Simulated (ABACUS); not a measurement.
MgTe under changes of volume

One of the cells (33.761 Å³/atom); the others are scaled copies at fixed shape and fractional positions:

```
Te Mg
1.0
     0.00000    3.23200    3.23200
     3.23200    0.00000    3.23200
     3.23200    3.23200    0.00000
Te Mg
1 1
Direct
  0.25000 0.25000 0.25000
  0.00000 0.00000 0.00000
```

The cell comes from a database or a generator and needn't be the stable form of this composition.

```yaml
Program: ABACUS 3.10.1
Functional: PBE
Potentials_or_basis: PseudoDojo NC SR 0.4.1 PBE standard
Cutoff: 1361 eV
Density_cutoff: 5442 eV
Basis: DZP LCAO (the cutoffs set its grid)
k_mesh: 7 × 7 × 7
Occupations: fermi-dirac, width 0.05 eV
Spin: no spin polarisation
```

| volume (Å³/atom) | energy over the lowest point (meV/atom) | pressure (GPa) | gap on the mesh (eV) |
| --- | --- | --- | --- |
| 31.735 | 37.84 | 4.0 | 2.80 |
| 32.410 | 23.09 | 3.0 | 2.70 |
| 33.086 | ? | ? | ? |
| 33.761 | 5.19 | 1.3 | 2.50 |
| 34.436 | 1.01 | 0.6 | 2.41 |
| 35.111 | 0.00 | -0.1 | 2.32 |
| 35.787 | 1.51 | -0.7 | 2.23 |

Question: What does the run at 33.086 Å³/atom give?

Answer: Energy over the lowest point 12.36 meV/atom; pressure 2.1 GPa; gap on the mesh 2.60 eV.

Worked out: A Birch-Murnaghan fit of order 3 (a polynomial in V^(-2/3)) to the other rows has its minimum at 35.05 Å³/atom with B0 = V·E''(V) = 33 GPa and B' = 4.1. It gives 12.34 meV/atom at 33.086 Å³/atom, against the run's 12.36, and -dE/dV = 2.1 GPa, against 2.1. A straight line through the other rows of the gap, of slope -4.75 eV per unit of ln V (its deformation potential), gives 2.60 eV, against the run's 2.60.

Energies are extrapolated to zero smearing.

Caveats: the atomic orbitals were generated for these runs and aren't a published set; spin-orbit coupling is left out, which moves the levels of the heavy elements; the basis of atomic orbitals isn't converged, which shifts pressures, moduli and gaps.
